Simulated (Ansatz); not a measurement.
# LiH: the cost of one run

Method: DFT LDA, scalar-relativistic, in Ansatz 0.2.0.

### 1 Starting point

Symmetry: Fm-3m, No. 225, cubic system. Conventional cell: a = 4.065 Å, b = 4.065 Å, c = 4.065 Å, α = 90.00°, β = 90.00°, γ = 90.00°. Li (site symmetry m-3m) has 6 H at 2.03 Å as nearest neighbours. H (site symmetry m-3m) is surrounded by 6 Li at 2.03 Å.

Coordinates:

```cif
data_structure
_symmetry_space_group_name_H-M 'P 1'
_symmetry_Int_Tables_number 1
_cell_length_a 2.8744
_cell_length_b 2.8744
_cell_length_c 2.8744
_cell_angle_alpha 60.000
_cell_angle_beta 60.000
_cell_angle_gamma 60.000
_cell_volume 16.79
loop_
_atom_site_label
_atom_site_type_symbol
_atom_site_fract_x
_atom_site_fract_y
_atom_site_fract_z
_atom_site_occupancy
Li1 Li 0.00000 0.00000 0.00000 1
H1 H 0.50000 0.50000 0.50000 1
```

Atoms are numbered in the order of the input: Li1, H2.

### 2 The deformed structure

Space group Fm-3m before, R-3m after.

### 3 Full-potential LAPW

File input.yaml:

```yaml
crystal:
  lattice:
    - [-0.020325, 2.0223375, 2.0223375]
    - [2.0223375, -0.020325, 2.0223375]
    - [2.0223375, 2.0223375, -0.020325]
  atoms:
    - { symbol: Li, position: [0.0, 0.0, 0.0] }
    - { symbol: H, position: [0.5, 0.5, 0.5] }
kpoints:
  mp_grid: { grid: [11, 11, 11] }
  band_path:
    path:
      - [0.0, 0.0, 0.0]
      - [0.5, 0.5, 0.5]
      - [0.2525443832, 0.5, 0.7474556168]
      - [-0.2525443832, 0.2525443832, 0.5]
      - [0.0, 0.0, 0.5]
      - [0.0, 0.0, 0.0]
      - [-0.3762721916, 0.0, 0.3762721916]
      - [0.0, 0.3762721916, 0.6237278084]
      - [0.0, 0.5, 0.5]
    npoints: 5
scf:
  occupations: { method: fermi_dirac, width: 0.03 }
hamiltonian:
  xc: lda
  pseudopotentials: { kind: all_electron, lapw: { basis_error: 0.001 } }
output:
  forces: true
  stress: true
  eigenvalues: true
```

The run is started by

```bash
ansatz run input.yaml --threads 1 --pin off --max-ram 3072MiB --backend cpu --events-out ev --progress --plain --runs-dir out
```

Q: Estimate wall time and peak memory on 1 thread of Intel Xeon 6975P-C (Granite Rapids), shared host.

About 2.4 s, with a peak of 0.27 GiB.
